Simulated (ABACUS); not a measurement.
# PbO2 (Fm-3m) in ABACUS: a series of runs

The runs below take PbO2 through equation of state, with PBE.

All numbers are computed with ABACUS 3.10.1; they aren't measurements. Logs are shortened: lines on timing, memory, paths and dates and some standing lists are left out, and cuts for length are marked.

### Step 1. The structure

It takes space group Fm-3m (No. 225, cubic). Conventional cell: a = 5.404 Å, b = 5.404 Å, c = 5.404 Å, α = 90.00°, β = 90.00°, γ = 90.00°. Pb (site symmetry m-3m) has 8 O at 2.34 Å as nearest neighbours. Around O (site symmetry -43m) lie 4 Pb at 2.34 Å.

The cell comes from a database or a generator and needn't be the stable form of this composition.

### Step 2. Equation of state, PBE, 12.36 Å³/atom (volume scaled by 0.94)

The input, INPUT:

```
INPUT_PARAMETERS
suffix              PbO2
calculation         scf
basis_type          lcao
pseudo_dir          ./
orbital_dir         ./
symmetry            1
dft_functional      pbe
ecutwfc             100
pseudo_rcut         10
nspin               1
nbands              17
ks_solver           genelpa
smearing_method     fd
smearing_sigma      0.00367493
scf_thr             1e-07
scf_nmax            100
mixing_type         broyden
mixing_beta         0.7
cal_force           1
cal_stress          1
out_mul             1
```

The input, STRU:

```
ATOMIC_SPECIES
Pb 207.2000 Pb.upf
O 15.9990 O.upf

NUMERICAL_ORBITAL
Pb_confined-atom_8au_2s2p2d.orb
O_confined-atom_6au_2s2p1d.orb

LATTICE_CONSTANT
1.8897261246

LATTICE_VECTORS
0.0000000000 2.6468338291 2.6468338291
2.6468338291 0.0000000000 2.6468338291
2.6468338291 2.6468338291 0.0000000000

ATOMIC_POSITIONS
Direct

Pb
0.0
1
0.0000000000 0.0000000000 0.0000000000 1 1 1

O
0.0
2
0.7500000000 0.7500000000 0.7500000000 1 1 1
0.2500000000 0.2500000000 0.2500000000 1 1 1
```

The input, KPT:

```
K_POINTS
0
Gamma
9 9 9 0 0 0
```

Potentials or basis: PseudoDojo NC SR 0.4.1 PBE standard, DZP LCAO (the cutoffs set its grid).

The run is started by

```console
OMP_NUM_THREADS=1 mpirun -np 4 abacus > log
```

running log:

```text
ABACUS v3.10.1

               Atomic-orbital Based Ab-initio Computation at UStc

 ------------------------------------------------------------------------------------

 READING GENERAL INFORMATION
                           global_out_dir = OUT.PbO2/
                           global_in_card = INPUT
                               pseudo_dir = ./
                              orbital_dir = ./
                                    DSIZE = 4
                                    GSIZE = 1

 READING UNITCELL INFORMATION
                                    ntype = 2
                  lattice constant (Bohr) = 1.88973
              lattice constant (Angstrom) = 1

 READING ATOM TYPE 1
                               atom label = Pb
                      L=0, number of zeta = 2
                      L=1, number of zeta = 2
                      L=2, number of zeta = 2
             number of atom for this type = 1

 READING ATOM TYPE 2
                               atom label = O
                      L=0, number of zeta = 2
                      L=1, number of zeta = 2
                      L=2, number of zeta = 1
             number of atom for this type = 2

                        TOTAL ATOM NUMBER = 3
DIRECT COORDINATES
    atom                   x                   y                   z     mag                  vx                  vy                  vz
taud_Pb1            0.0000000000        0.0000000000        0.0000000000  0.0000        0.0000000000        0.0000000000        0.0000000000
taud_O1            0.7500000000        0.7500000000        0.7500000000  0.0000        0.0000000000        0.0000000000        0.0000000000
taud_O2            0.2500000000        0.2500000000        0.2500000000  0.0000        0.0000000000        0.0000000000        0.0000000000

                          Volume (Bohr^3) = 250.269
                             Volume (A^3) = 37.086

 Lattice vectors: (Cartesian coordinate: in unit of a_0)
                   +0            +2.64683            +2.64683
             +2.64683                  +0            +2.64683
             +2.64683            +2.64683                  +0
 Reciprocal vectors: (Cartesian coordinate: in unit of 2 pi/a_0)
            -0.188905           +0.188905           +0.188905
            +0.188905           -0.188905           +0.188905
            +0.188905           +0.188905           -0.188905
 The esolver type has been set to : ksdft_lcao

                PAO radial cut off (Bohr) = 10

 Read in pseudopotential file is Pb.upf
                     pseudopotential type = NC
          exchange-correlation functional = PBE
                 nonlocal core correction = 1
                        valence electrons = 14
                                     lmax = 2
                           number of zeta = 3
                     number of projectors = 6
                           L of projector = 0
                           L of projector = 0
                           L of projector = 1
                           L of projector = 1
                           L of projector = 2
                           L of projector = 2
                PAO radial cut off (Bohr) = 10

 Read in pseudopotential file is O.upf
                     pseudopotential type = NC
          exchange-correlation functional = PBE
                 nonlocal core correction = 1
                        valence electrons = 6
                                     lmax = 2
                           number of zeta = 2
                     number of projectors = 5
                           L of projector = 0
                           L of projector = 0
                           L of projector = 1
                           L of projector = 1
                           L of projector = 2
     initial pseudo atomic orbital number = 17

 SETUP THE ELECTRONS NUMBER
            electron number of element Pb = 14
      total electron number of element Pb = 14
             electron number of element O = 6
       total electron number of element O = 12
            AUTOSET number of electrons:  = 26
                           occupied bands = 13
                                   NLOCAL = 44
                                   NBANDS = 17
                                   NBANDS = 17
                                   NLOCAL = 44

%%%%%%%%%%%%%%%%%%%%%%%%%%%%%%%%%%%%%%%%%%%%%%%%%%%%%%%%%%%%%%%%%%%%%%%%%%%%%%%%%%%%%%%%%%%%%%%%%%%%%%%%%%
 Warning: the number of valence electrons in pseudopotential > 4 for Pb: [Xe] 4f14 5d10 6s2 6p2
[... 66 lines left out ...]
                   Input type of k points = Monkhorst-Pack(Gamma)
                                   nkstot = 729
                       right hand lattice = 1
(for reciprocal lattice: )
                             BRAVAIS TYPE = 2
                     BRAVAIS LATTICE NAME = 02. Cubic I (body-centered)
                                    ibrav = 2
                       right hand lattice = 1
(for k-lattice: )
                             BRAVAIS TYPE = 2
                     BRAVAIS LATTICE NAME = 02. Cubic I (body-centered)
                                    ibrav = 2
                       right hand lattice = 1
                        ROTATION MATRICES = 48
                               nkstot_ibz = 35
K-POINTS REDUCTION ACCORDING TO SYMMETRY
     IBZ    DIRECT_X    DIRECT_Y    DIRECT_Z  WEIGHT  ibz2bz
       1  0.00000000  0.00000000  0.00000000  0.0014       0
       2  0.11111111  0.11111111  0.11111111  0.0110       1
       3  0.22222222  0.22222222  0.22222222  0.0110       2
       4  0.33333333  0.33333333  0.33333333  0.0110       3
       5  0.44444444  0.44444444  0.44444444  0.0110       4
       6  0.11111111  0.11111111  0.00000000  0.0082      10
[... 22 lines left out ...]
      29  0.44444444  0.33333333  0.11111111  0.0329     112
      30 -0.44444444  0.44444444  0.22222222  0.0658     113
[... 5 further k points ...]

                               nkstot now = 35
[... K-POINTS DIRECT COORDINATES: 35 rows ...]

           k-point number in this process = 35
       minimum distributed K point number = 35
[... stars of the k points ...]

[... K-POINTS CARTESIAN COORDINATES: 35 rows ...]

[... K-POINTS DIRECT COORDINATES: 35 rows ...]

 SETUP PLANE WAVES FOR WAVE FUNCTIONS
     energy cutoff for wavefunc (unit:Ry) = 100
              fft grid for wave functions = [ 45, 45, 45 ]
                    number of plane waves = 5577
                         number of sticks = 421

 PARALLEL PW FOR WAVE FUNCTIONS
     PROC   COLUMNS(POT)             PW
        1            105           1394
        2            105           1394
        3            106           1395
        4            105           1394
 --------------- sum -------------------
        4            421           5577

 SET NONLOCAL PSEUDOPOTENTIAL PROJECTORS
 SET NONLOCAL PSEUDOPOTENTIAL PROJECTORS
 max number of nonlocal projetors among all species is 6

 -------------------------------------------
 SELF-CONSISTENT
 -------------------------------------------

 SETUP SEARCHING RADIUS FOR PROGRAM TO SEARCH ADJACENT ATOMS
                  longest orb rcut (Bohr) = 8
   longest nonlocal projector rcut (Bohr) = 2.46
                     search radius (Bohr) = 20.9
              searching radius is (Bohr)) = 20.9
         searching radius unit is (Bohr)) = 1.89
                         PeriodicBoundary = 1
                        Radius(unit:lat0) = 11.1
                                   glayer = [ 5, 5, 5 ]
                             glayer_minus = [ 4, 4, 4 ]

Find the coordinate range of the input atom(unit:lat0).
                                  min_tau = [ -21.2, -21.2, -21.2 ]
                                  max_tau = [ 25.1, 25.1, 25.1 ]
                                BoxNumber = [ 9, 9, 9 ]

 SETUP EXTENDED REAL SPACE GRID FOR GRID INTEGRATION
                          real space grid = [ 45, 45, 45 ]
                 big cell numbers in grid = [ 15, 15, 15 ]
             meshcell numbers in big cell = [ 3, 3, 3 ]
                        extended fft grid = [ 21, 21, 21 ]
                dimension of extened grid = [ 58, 58, 58 ]
                            UnitCellTotal = 125
              Atom number in sub-FFT-grid = 3
    Local orbitals number in sub-FFT-grid = 44
                                ParaV.nnr = 38032
                                 init_chg = atomic

 LCAO ALGORITHM --------------- ION=   1  ELEC=   1--------------------------------

 Density error is 0.126986056647
----------------------------------------------------------
     Energy           Rydberg                 eV
----------------------------------------------------------
 E_KohnSham     -206.3676569318      -2807.7760171816
 E_Harris       -204.2375842798      -2778.7948919609
 E_Fermi        0.6319750821         8.5984621099
----------------------------------------------------------
[... 91 lines left out ...]
 Density error is 4.14232016575e-09
----------------------------------------------------------
     Energy           Rydberg                 eV
----------------------------------------------------------
 E_KohnSham     -206.6893965083      -2812.1535086948
 E_KS(sigma->0) -206.6891760733      -2812.1505095227
 E_Harris       -206.6893964588      -2812.1535080210
 E_band         2.1180256033         28.8172167149
 E_one_elec     -28.1522584726       -383.0311267965
 E_Hartree      35.9304484826        488.8588310582
 E_xc           -56.8581733141       -773.5951349428
 E_Ewald        -157.6089723342      -2144.3800796696
 E_entropy(-TS) -0.0004408700        -0.0059983441
 E_descf        0.0000000000         0.0000000000
 E_exx          0.0000000000         0.0000000000
 E_Fermi        0.8218547985         11.1819081877
----------------------------------------------------------

 charge density convergence is achieved
 final etot is -2812.1535087 eV
 EFERMI = 11.181908188 eV

 STATE ENERGY(eV) AND OCCUPATIONS    NSPIN == 1
 1/35 kpoint (Cartesian) = 0.0000 0.0000 0.0000 (1067 pws)
       1       -7.84020     0.00274348
       2       -4.80638     0.00274348
       3       -4.80638     0.00274348
       4       -4.80638     0.00274348
       5       -4.56972     0.00274348
       6       -4.49989     0.00274348
[... 9 lines left out ...]
      16        18.4526    1.93208e-66
[... 82 lines left out ...]
       4       -4.77263      0.0164609
       5       -4.51479      0.0164609
       6       -4.49062      0.0164609
[... 9 lines left out ...]
      16        18.9939    2.30408e-70
      17        18.9939    2.30408e-70

[... levels at 29 further k points ...]

 correction force for each atom along direction 1 is -1.72593e-14
 correction force for each atom along direction 2 is -6.52256e-16
 correction force for each atom along direction 3 is -2.72722e-14
------------------------------------------------------------------------------------------
 TOTAL-FORCE (eV/Angstrom)
------------------------------------------------------------------------------------------
                       Pb1         0.0000000000         0.0000000000         0.0000000000
                        O1         0.0000000000         0.0000000000         0.0000000000
                        O2         0.0000000000         0.0000000000         0.0000000000
------------------------------------------------------------------------------------------

----------------------------------------------------------------
 TOTAL-STRESS (KBAR)
----------------------------------------------------------------
       159.7732835704        -0.0000000000         0.0000000000
        -0.0000000000       159.7732835704        -0.0000000000
        -0.0000000000         0.0000000000       159.7732835704
----------------------------------------------------------------
 TOTAL-PRESSURE: 159.773284 KBAR

 --------------------------------------------
 !FINAL_ETOT_IS -2812.1535086947583295 eV
 --------------------------------------------
```

Run time: 5.7 s. Hardware: 4 MPI ranks of AMD EPYC 7B13 (Zen 3), shared host; peak memory 0.4 GiB.

What came out:

* Free energy: -2812.1535 eV
* Pressure: 16.0 GPa
* Band gap on the k mesh: none (metal or under the smearing width)
* Mulliken charges: Pb +1.31; O -0.65 e

Caveat: the atomic orbitals were generated for these runs and aren't a published set; Mulliken charges move with the basis; the basis of atomic orbitals isn't converged, which shifts pressures, moduli and gaps.

### Step 3. Equation of state, PBE, 12.63 Å³/atom (volume scaled by 0.96)

INPUT is that of step 2.

STRU: that of step 2 with these lines changed.

```diff
@@ -12,5 +12,5 @@
 LATTICE_VECTORS
-0.0000000000 2.6468338291 2.6468338291
-2.6468338291 0.0000000000 2.6468338291
-2.6468338291 2.6468338291 0.0000000000
+0.0000000000 2.6654741181 2.6654741181
+2.6654741181 0.0000000000 2.6654741181
+2.6654741181 2.6654741181 0.0000000000
```

KPT is that of step 2.

Potentials or basis: PseudoDojo NC SR 0.4.1 PBE standard, DZP LCAO (the cutoffs set its grid).

The run is started by

```console
OMP_NUM_THREADS=1 mpirun -np 4 abacus > log
```

Wall time 5.5 s (4 MPI ranks of AMD EPYC 7B13 (Zen 3), shared host); peak memory 0.4 GiB.

It converged, with:

```
Free energy            : -2812.2224 eV
Pressure               : 12.1 GPa
Band gap on the k mesh : none (metal or under the smearing width)
Mulliken charges       : Pb +1.31; O -0.65 e
```

Caveat: the atomic orbitals were generated for these runs and aren't a published set; Mulliken charges move with the basis; the basis of atomic orbitals isn't converged, which shifts pressures, moduli and gaps.

### Step 4. Equation of state, PBE, 12.89 Å³/atom (volume scaled by 0.98)

INPUT is that of step 3.

STRU: that of step 3 with these lines changed.

```diff
@@ -12,5 +12,5 @@
 LATTICE_VECTORS
-0.0000000000 2.6654741181 2.6654741181
-2.6654741181 0.0000000000 2.6654741181
-2.6654741181 2.6654741181 0.0000000000
+0.0000000000 2.6838572791 2.6838572791
+2.6838572791 0.0000000000 2.6838572791
+2.6838572791 2.6838572791 0.0000000000
```

KPT is that of step 3.

The run is started by

```console
OMP_NUM_THREADS=1 mpirun -np 4 abacus > log
```

It took 5 s on 4 MPI ranks of AMD EPYC 7B13 (Zen 3), shared host; peak memory 0.4 GiB.

Results (log left out):

* Free energy: -2812.2730 eV
* Pressure: 8.5 GPa
* Band gap on the k mesh: none (metal or under the smearing width)
* Mulliken charges: Pb +1.30; O -0.65 e

Caveat: the atomic orbitals were generated for these runs and aren't a published set; Mulliken charges move with the basis; the basis of atomic orbitals isn't converged, which shifts pressures, moduli and gaps.

### Step 5. Equation of state, PBE, 13.15 Å³/atom

INPUT is that of step 4.

STRU: that of step 4 with these lines changed.

```diff
@@ -12,5 +12,5 @@
 LATTICE_VECTORS
-0.0000000000 2.6838572791 2.6838572791
-2.6838572791 0.0000000000 2.6838572791
-2.6838572791 2.6838572791 0.0000000000
+0.0000000000 2.7019920000 2.7019920000
+2.7019920000 0.0000000000 2.7019920000
+2.7019920000 2.7019920000 0.0000000000
```

KPT is that of step 4.

The run is started by

```console
OMP_NUM_THREADS=1 mpirun -np 4 abacus > log
```

Run time: 4.7 s. Hardware: 4 MPI ranks of AMD EPYC 7B13 (Zen 3), shared host; peak memory 0.4 GiB.

It converged, with:

- Free energy: -2812.3071 eV
- Pressure: 5.4 GPa
- Band gap on the k mesh: none (metal or under the smearing width)
- Mulliken charges: Pb +1.30; O -0.65 e

Caveat: the atomic orbitals were generated for these runs and aren't a published set; Mulliken charges move with the basis; the basis of atomic orbitals isn't converged, which shifts pressures, moduli and gaps.

### Step 6. Equation of state, PBE, 13.41 Å³/atom (volume scaled by 1.02)

INPUT is that of step 5.

STRU: that of step 5 with these lines changed.

```diff
@@ -12,5 +12,5 @@
 LATTICE_VECTORS
-0.0000000000 2.7019920000 2.7019920000
-2.7019920000 0.0000000000 2.7019920000
-2.7019920000 2.7019920000 0.0000000000
+0.0000000000 2.7198865082 2.7198865082
+2.7198865082 0.0000000000 2.7198865082
+2.7198865082 2.7198865082 0.0000000000
```

KPT is that of step 5.

Potentials or basis: PseudoDojo NC SR 0.4.1 PBE standard, DZP LCAO (the cutoffs set its grid).

The run is started by

```console
OMP_NUM_THREADS=1 mpirun -np 4 abacus > log
```

It took 4.9 s on 4 MPI ranks of AMD EPYC 7B13 (Zen 3), shared host; peak memory 0.4 GiB.

The run converged. Its results:

| Item | Value |
| --- | --- |
| Free energy | -2812.3266 eV |
| Pressure | 2.6 GPa |
| Band gap on the k mesh | none (metal or under the smearing width) |
| Mulliken charges | Pb +1.30; O -0.65 e |

Caveat: the atomic orbitals were generated for these runs and aren't a published set; Mulliken charges move with the basis; the basis of atomic orbitals isn't converged, which shifts pressures, moduli and gaps.

### Step 7. Equation of state, PBE, 13.68 Å³/atom (volume scaled by 1.04)

INPUT is that of step 6.

STRU: that of step 6 with these lines changed.

```diff
@@ -12,5 +12,5 @@
 LATTICE_VECTORS
-0.0000000000 2.7198865082 2.7198865082
-2.7198865082 0.0000000000 2.7198865082
-2.7198865082 2.7198865082 0.0000000000
+0.0000000000 2.7375486038 2.7375486038
+2.7375486038 0.0000000000 2.7375486038
+2.7375486038 2.7375486038 0.0000000000
```

KPT is that of step 6.

The run is started by

```console
OMP_NUM_THREADS=1 mpirun -np 4 abacus > log
```

It took 4.7 s on 4 MPI ranks of AMD EPYC 7B13 (Zen 3), shared host; peak memory 0.4 GiB.

Results (log left out):

```
Free energy            : -2812.3330 eV
Pressure               : 0.1 GPa
Band gap on the k mesh : none (metal or under the smearing width)
Mulliken charges       : Pb +1.30; O -0.65 e
```

Caveat: the atomic orbitals were generated for these runs and aren't a published set; Mulliken charges move with the basis; the basis of atomic orbitals isn't converged, which shifts pressures, moduli and gaps.

### Step 8. Equation of state, PBE, 13.94 Å³/atom (volume scaled by 1.06)

INPUT is that of step 7.

STRU: that of step 7 with these lines changed.

```diff
@@ -12,5 +12,5 @@
 LATTICE_VECTORS
-0.0000000000 2.7375486038 2.7375486038
-2.7375486038 0.0000000000 2.7375486038
-2.7375486038 2.7375486038 0.0000000000
+0.0000000000 2.7549856893 2.7549856893
+2.7549856893 0.0000000000 2.7549856893
+2.7549856893 2.7549856893 0.0000000000
```

KPT is that of step 7.

The run is started by

```console
OMP_NUM_THREADS=1 mpirun -np 4 abacus > log
```

Wall time 5 s (4 MPI ranks of AMD EPYC 7B13 (Zen 3), shared host); peak memory 0.4 GiB.

The run converged. Its results:

| Quantity | Value |
| --- | --- |
| Free energy | -2812.3280 eV |
| Pressure | -2.1 GPa |
| Band gap on the k mesh | none (metal or under the smearing width) |
| Mulliken charges | Pb +1.29; O -0.65 e |

Caveat: the atomic orbitals were generated for these runs and aren't a published set; Mulliken charges move with the basis; the basis of atomic orbitals isn't converged, which shifts pressures, moduli and gaps.

### Step 9. Equation of state, PBE

Potentials or basis: PseudoDojo NC SR 0.4.1 PBE standard, DZP LCAO (the cutoffs set its grid).

No new run: the results of the series are fitted here.

Results:

```yaml
Equilibrium_volume: 13.69 Å³/atom
Bulk_modulus: 122 GPa
Pressure_derivative_of_the_bulk_modulus: 5.0
```

Energy against volume, from the lowest point:
```csv
volume (Å³/atom),energy (meV/atom)
12.362,59.83
12.625,36.87
12.888,20.01
13.151,8.65
13.414,2.14
13.677,0.00
13.940,1.67
```

Caveat: the atomic orbitals were generated for these runs and aren't a published set; the basis of atomic orbitals isn't converged, which shifts pressures, moduli and gaps. The run has no spin-orbit coupling, so splittings on Pb are missing.
